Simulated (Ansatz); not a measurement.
KBr: do energies and stresses tell the same story?

The calculation used DFT PBE, scalar-relativistic, plane waves, PAW in Ansatz.

Plane waves to 420 eV, a k mesh through Γ of 6×6×6 on the computed 2-atom cell and Gaussian smearing (0.02 eV); no spin polarisation.

Relaxed cell: Fm-3m, a = 6.701 Å, b = 6.701 Å, c = 6.701 Å, α = 90.00°, β = 90.00°, γ = 90.00°, 2 atoms in the primitive cell.

Energies at zero smearing and pressures from the stress tensor, at volumes with shape and atoms relaxed:
| V (Å³/atom) | E − E(first) (meV/atom) | P (GPa) |
| --- | --- | --- |
| 33.097 | 0.00 | 2.390 |
| 34.226 | -14.09 | 1.635 |
| 35.354 | -23.32 | 1.003 |
| 36.482 | -28.47 | 0.473 |
| 37.610 | -30.19 | 0.028 |
| 38.739 | -29.03 | -0.346 |
| 39.867 | -25.45 | -0.661 |
| 41.372 | -17.57 | -1.004 |

Task: Check P = −dE/dV between neighbouring volumes, and get the bulk modulus from the pressures alone.

Result: With 1 eV/Å³ = 160.2 GPa:
| middle V (Å³/atom) | −ΔE/ΔV (GPa) | mean P (GPa) |
| --- | --- | --- |
| 33.661 | 2.001 | 2.013 |
| 34.790 | 1.311 | 1.319 |
| 35.918 | 0.730 | 0.738 |
| 37.046 | 0.244 | 0.251 |
| 38.175 | -0.165 | -0.159 |
| 39.303 | -0.508 | -0.504 |
| 40.619 | -0.840 | -0.833 |

The two differ by 0.011 GPa at most. The mean of two end pressures misses the average over a step by about ΔV² P″/12, up to 0.011 GPa here; with that taken off 0.001 GPa remains. Around V = 37.610 Å³/atom, the two neighbours give B = −V ΔP/ΔV = 37.610 × 0.820 / 2.257 = 13.7 GPa, against B0 = 13.5 GPa from the Birch–Murnaghan fit of the energies.